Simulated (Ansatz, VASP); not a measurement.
# Cross-check of GaSb between VASP and Ansatz

One calculation is typed for both programs; each brings its own data sets and cutoff. How far apart do they land? The cell is taken from a series of VASP runs on this material, whose earlier steps may have relaxed, scaled or displaced it; both programs get it as it stands.

Method: plane waves, with VASP 6.6.1 beside it; relaxation of cell and atoms at r2SCAN with rVV10, in Ansatz 0.2.0.

**1. Set-up**

The structure is cubic, space group F-43m (No. 216). The conventional cell has a = 6.118 Å, b = 6.118 Å, c = 6.118 Å, α = 90.00°, β = 90.00°, γ = 90.00°. Nearest to Sb lie 4 Ga at 2.65 Å. Nearest to Ga lie 4 Sb at 2.65 Å. Farther neighbours are not listed.

**2. Ansatz: relaxation of cell and atoms, r2SCAN with rVV10**

Ansatz runs on its default PAW (the set named soft_2) files.

The relaxed volume is the usual yardstick between codes: its relative difference is about their pressure difference at one cell divided by the bulk modulus.

Input file input.yaml:

```yaml
crystal:
  lattice:
    - [0.0, 3.059, 3.059]
    - [3.059, 0.0, 3.059]
    - [3.059, 3.059, 0.0]
  atoms:
    - { symbol: Sb, position: [0.75, 0.75, 0.75] }
    - { symbol: Ga, position: [0.0, 0.0, 0.0] }
hamiltonian:
  xc: r2scan
  pseudopotentials: { kind: paw }
  dispersion: rvv10
kpoints:
  mp_grid: { grid: [12, 12, 12] }
scf:
  occupations: { method: methfessel_paxton, width: 0.15 }
relax:
  f_tol: 0.01
  max_steps: 60
  cell: { stress_tol: 0.05 }
output:
  forces: true
  stress: true
  write_density: true
  write_potential: true
  elf: true
  volumetric_format: npy
```

Command:

```console
$ ansatz run input.yaml --threads 4 --pin off --max-ram 9216MiB --backend cpu --events-out ev --progress --plain --runs-dir out
```

Numbers of over 12 decimals in the logs are rounded to 6 here.

The program printed:

```text
Engine: ansatz 0.2.0, aarch64-unknown-linux-gnu
Pseudopotentials: kind: paw
Pseudopotential: Sb, paw, valence charge 15, recommended cutoff 500 eV (meta_gga), Sb.paw.azcp
Pseudopotential: Ga, paw, valence charge 13, recommended cutoff 500 eV (meta_gga), Ga.paw.azcp
Functional definition: r2SCAN+rVV10
  parameter k0 = 0.174
  parameter k1 = 0.065
  parameter a1 = 4.9479
  exchange = r2scan_x(k0 = k0, k1 = k1, a1 = a1)
  correlation = r2scan_c + rvv10(11.95, 0.0093)
Crystal: 2 atoms, lattice volume = 57.249 Å³
Basis set: ecut = 500 eV, 1459 PW (Γ), exchange–correlation on 144×144×144 points (64 copies of the dense FFT grid, shifted against one another)
Bands: 18, of which v1, the nominal top of the filled ones, is band 14 counted from 1 (13 counted from 0)
Symmetry: 24 space group operations
Space group: F-43m (ITA 216), of the structure as read, at distance tolerance 3.9e-5 Å
k-points: 72 of 1728 (time reversal used)
Non-local potential: Sb, projectors of the file, l = 0: 2, l = 1: 2, l = 2: 2, l = 3: 2
Non-local potential: Ga, projectors of the file, l = 0: 2, l = 1: 2, l = 2: 3, l = 3: 1
PAW form: soft (Blöchl's): semilocal exchange-correlation on the pseudo side does not see the compensation charge
rVV10 density: all electrons in the spheres
PAW frozen core: Sb, regenerated for the run's functional (the file was generated under x = pbe(κ = 0.804, μ = 0.219515), c = pbe(β = 0.066725))
PAW frozen core: Ga, regenerated for the run's functional (the file was generated under x = pbe(κ = 0.804, μ = 0.219515), c = pbe(β = 0.066725))
PAW one-centre angular grid: Sb, 590 points (default); XC on 160 Gauss nodes
PAW one-centre angular grid: Ga, 590 points (default); XC on 160 Gauss nodes
Initial density: superposition of atomic densities (neutral atoms: chi_scale 0, normalization atom), corrected by the library's trained network
Initial wavefunctions: pseudopotential atomic-orbital guess
Functional: x = r2scan, c = r2scan + rvv10(b = 11.95, C = 0.0093); τ floored in thin density (d = 2e-4 eV/Å³)
SCF iter   1: F=—  HF=-10286.683685 eV  |F-HF|=—  |Δ(HF+E_count)|=         —  Δρ=7.47e-3  dr2=1.53e-2  dr2_τ=3.14e-3  ethr=1.77e-3  ⟨swp⟩=5.2  Hψ=6335  notcnv=0
preconditioner: auto → none  [insulator: Δε(μ)=0.389 eV  Ē_g=15.336 eV  σ=0.150 eV  W_gap=0.69  n_scr=14 (ndim 8)  ℏωp=20.8 eV  f_vac=0.093  D(μ)=0.03/eV (n_scr^D=0)  ε∞_Penn≈2.8]
SCF iter   2: F=—  HF=-10286.691527 eV  |F-HF|=—  |Δ(HF+E_count)|=   7.84e-3  S|Δr|=    0.00e0  Δρ=2.04e-3  dr2=2.19e-3  dr2_τ=3.61e-5  ethr=5.48e-5  ⟨swp⟩=2.0  Hψ=2804  notcnv=0
SCF iter   3: F=—  HF=-10286.690831 eV  |F-HF|=—  |Δ(HF+E_count)|=   6.95e-4  S|Δr|=    0.00e0  Δρ=1.61e-3  dr2=5.28e-4  dr2_τ=6.79e-6  ethr=7.83e-6  ⟨swp⟩=2.0  Hψ=1944  notcnv=0
SCF iter   4: F=—  HF=-10286.690997 eV  |F-HF|=—  |Δ(HF+E_count)|=   1.66e-4  S|Δr|=    0.00e0  Δρ=3.09e-4  dr2=1.92e-5  dr2_τ=5.85e-7  ethr=1.89e-6  ⟨swp⟩=2.0  Hψ=1514  notcnv=0
SCF iter   5: F=—  HF=-10286.691000 eV  |F-HF|=—  |Δ(HF+E_count)|=   3.35e-6  S|Δr|=    0.00e0  Δρ=2.61e-5  dr2=2.19e-7  dr2_τ=2.63e-9  ethr=6.86e-8  ⟨swp⟩=2.8  Hψ=1928  notcnv=0
SCF iter   6: F=-10286.691000 eV  HF=-10286.691000 eV  |F-HF|=3.55e-10  |Δ(HF+E_count)|=   9.35e-8  S|Δr|=    0.00e0  Δρ=4.72e-6  dr2=7.87e-9  dr2_τ=1.12e-10  ethr=3.57e-10  ⟨swp⟩=8.9  Hψ=7778  notcnv=0
SCF 1 converged in 6 iterations: F = -10286.691000 eV  dr2 = 7.87e-9
  greatest PAW one-centre occupation: 0.993 electrons in one spin orbital (limit 2), on the Ga atom at site 1 (counted from 0), in its partial waves of l = 2
relax step   1: F+E_penalty+E_count = -10286.69100035 eV  Δ(F+E_penalty+E_count) = +0.000e0 eV  max|allowed force component| = 1.850e-16 eV/Å  Δτ_max = 0.0000 Å  P = -0.358 GPa  Ω = 57.249 Å³  (6 SCF iters, dr2 threshold 1.00e-7 eV, accepted)
[...]
relax step   2: F+E_penalty+E_count = -10286.69143906 eV  Δ(F+E_penalty+E_count) = -4.387e-4 eV  max|allowed force component| = 4.626e-17 eV/Å  Δτ_max = 0.0000 Å  P = +0.156 GPa  Ω = 56.722 Å³  energy of the carried Pulay correction = +9.813e-5 eV  (5 SCF iters, dr2 threshold 2.00e-7 eV, accepted)
[...]
relax step   3: F+E_penalty+E_count = -10286.69148548 eV  Δ(F+E_penalty+E_count) = -4.642e-5 eV  max|allowed force component| = 3.007e-17 eV/Å  Δτ_max = 0.0000 Å  P = -0.002 GPa  Ω = 56.881 Å³  energy of the carried Pulay correction = +6.848e-5 eV  (4 SCF iters, dr2 threshold 6.07e-8 eV, accepted)
[...]
relax step   4: F+E_penalty+E_count = -10286.69142010 eV  Δ(F+E_penalty+E_count) = +6.539e-5 eV  max|allowed force component| = 4.395e-17 eV/Å  Δτ_max = 0.0000 Å  P = -0.003 GPa  Ω = 56.881 Å³  stress off target by 2.97e-3 GPa  SCF on the basis re-selected at this cell (its energy is not comparable with the rows above)  (5 SCF iters)
basis re-selected at this cell: Δ(F+E_penalty+E_count) = +6.539e-5 eV, ΔP = -0.001 GPa vs the last step (what re-selecting the basis moved, of the pressure what is left beyond the Pulay correction that the steps carried, after the strain that the cell walked since its last selection, with what the two solves' SCF thresholds leave and, on support functions, any second-order correction that the steps lacked; it is no m [...]
SCF converged after 5 iterations
Stability not checked: this state was not tested for a lower state beside it, because cold or Methfessel-Paxton smearing, or corrected tetrahedra, fill the levels in a way that the test cannot read (fill_not_monotonic; see scf.lower_state_search)
Free energy (F): -10286.691420 eV
Harris-Foulkes:  -10286.691420 eV  (|F-HF|=3.64e-12)
Internal energy: -10286.691445 eV  (E = F + TS)
E sigma→0 (E₀):  -10286.691426 eV
Entropy (-TS):   0.000025 eV (0.013 meV/atom)
Fermi energy:    7.882911 eV
Step filling:    the computed levels leave a gap of 0.5104 eV = 3.4 smearing widths at the electron count; against every level under it full and every level over it empty, smearing changes F+E_penalty+E_count by +3.70e-3 meV and its σ→0 estimate by -2.62e-3 meV
--- Per-component energies (eV) ---
  E_band       = -277.919082
  E_kinetic    = 321.579309
  E_local      = -3907.184548  (includes V_loc(G=0)·N_el)
  E_nonlocal   = 790.119259
  E_hartree    = 1800.840921
  E_xc         = -186.186465
  E_vxc        = -161.148425  (∫ρ·V_xc dr)
  E_paw        = -6606.419558  (= ΣΔE_a)
  E_vpaw       = -933.028556  (= ΣTr[D̂ρ^β])
  E_aug_tail   = -0.000014  (compensation charges beyond the density's cutoff)
  E_vtau       = 10.062032  (kinetic-family band-sum trace: ∫τ·v_τ [+ j·A + Jᵃ·Aᵃ] dr)
  E_ewald      = -2499.293316
  E_core_change = -0.147033  (= ΣΔE_core)
  E_smearing   = 0.000025  (= −TS)
  E_closure    = 0.000000  (closes the sum)
  Σ components = -10286.691420   (vs F -10286.691420, Δ=0.00e0)
--- Forces (eV/Å), atoms counted from 1 ---
  atom   1  Sb     0.00000000    -0.00000000    -0.00000000
  atom   2  Ga     0.00000000     0.00000000     0.00000000
  max |Σ_I F_I| component: 5.55e-17 eV/Å
--- Stress (GPa, compression-positive) ---
       -0.002967       0.000000       0.000000
       -0.000000      -0.002967       0.000000
        0.000000       0.000000      -0.002967
  P = ⅓ Tr σ = -0.0030 GPa (-0.030 kbar)
--- Band table (eV; the first three rows and the last of 72) ---
  k-point 0: bands = [... 10 lower, -4.3929, 7.5891, 7.5891, 7.5891, 8.0994, 10.5664, 10.5664, 10.5664]
  k-point 1: bands = [... 10 lower, -4.3165, 6.3797, 7.4587, 7.4587, 8.8235, 10.7463, 10.7463, 10.8742]
  k-point 2: bands = [... 10 lower, -4.0919, 4.8871, 7.1633, 7.1633, 8.9142, 11.1422, 11.1422, 11.9099]
  k-point 71: bands = [... 10 lower, -1.7055, 0.6704, 4.0646, 4.2944, 11.6311, 12.1677, 12.4111, 12.6585]
--- Relaxed structure (3 steps of the walk, 3 accepted, 1 SCFs on fresh bases) ---
  F+E_penalty+E_count = -10286.69142010 eV   max|allowed force component| = 4.395e-17 eV/Å   (the final SCF, on the basis selected at the relaxed cell)
  cell:  # Å, volume = 56.8806 Å³
    - [0, 3.052422, 3.052422]
    - [3.052422, 0, 3.052422]
    - [3.052422, 3.052422, 0]
  atoms:
    - { symbol: Sb, position: [0.75, 0.75, 0.75] }
    - { symbol: Ga, position: [0, 0, 0] }
```

Wall time 38 s (4 threads of Arm Neoverse N1, shared host); peak memory 0.66 GiB; 2.4 min of CPU time.

[end of part 1 of 2]

[Lines on the potential files, build, host, timing and source positions are cut from VASP's logs without a mark.]

[Logs are printed without paths, hosts, clocks, repeated set-up lines and the standing remarks that a program may print on its own settings, such as how far it seeks lower states.]

[Hosts, paths, dates, database ids (printed as entryN), source tags and the programs' standing remarks are cut or masked in the printed files.]
